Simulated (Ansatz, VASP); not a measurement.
## As: VASP beside Ansatz

Contents of INCAR:

```
SYSTEM = As
  PREC = Accurate
  ENCUT = 520
  EDIFF = 1E-7
  ISMEAR = -1
  SIGMA = 0.05
  LREAL = .False.
  LASPH = .True.
  NELM = 60
  ALGO = Normal
  ISIF = 2
  LWAVE = .False.
  LCHARG = .False.
  GGA = PS
  NBANDS = 12
```

Contents of KPOINTS:

```
Automatic mesh
0
Gamma
  9 9 9
  0 0 0
```

File POSCAR:

```
As
1.0
    1.8681737204      1.0785906003      3.4904769752
   -1.8681737204      1.0785906003      3.4904769752
    0.0000000000     -2.1571812007      3.4904769752
As
2
Direct
    0.2260000000      0.2260000000      0.2260000000
    0.7740000000      0.7740000000      0.7740000000
```

input.yaml

```yaml
crystal:
  lattice:
    - [1.8681737204, 1.0785906003, 3.4904769752]
    - [-1.8681737204, 1.0785906003, 3.4904769752]
    - [0.0, -2.1571812007, 3.4904769752]
  atoms:
    - { symbol: As, position: [0.226, 0.226, 0.226] }
    - { symbol: As, position: [0.774, 0.774, 0.774] }
hamiltonian:
  xc: pbesol
  pseudopotentials: { kind: paw }
kpoints:
  mp_grid: { grid: [9, 9, 9] }
scf:
  occupations: { method: fermi_dirac, width: 0.05 }
output:
  forces: true
  stress: true
  eigenvalues: true
  write_density: true
  write_potential: true
  elf: true
  volumetric_format: npy
```

Change from the starting cell: volume scaled by 0.98.

Alike in both runs: task single point; functional PBEsol; k mesh 9 × 9 × 9; occupations fermi-dirac, width 0.05 eV; no spin polarisation.

```csv
,VASP,Ansatz
version,VASP 6.6.1,Ansatz 0.2.0
potentials or method,"VASP PAW PBE potentials, release 64 (As)",Ansatz PAW
plane-wave cutoff (eV),520,420
valence electrons in the cell,10,30
```

|  | VASP | Ansatz | Ansatz less VASP |
| --- | --- | --- | --- |
| gap on the k mesh at the Fermi level (eV) | none | none | - |
| pressure (GPa) | 2.4 | 1.9 | -0.47 |
| largest component of the traceless stress (GPa) | 1.01 | 0.87 | -0.141 |
| rms of the force components (eV/Å) | 0.339 | 0.295 | -0.0437 |

Atom by atom the forces differ by 0.044 eV/Å (rms over components). A gap of «none» marks a metal or a gap that the smearing closes. The two sets of potentials don't hold the same shells in valence.

Caveats: the PAW data sets were made with another functional, which shifts forces and pressure a little (VASP); the PAW data sets come from PBE, with cores solved anew for the run's functional, which leaves a small shift of forces and pressure (Ansatz).
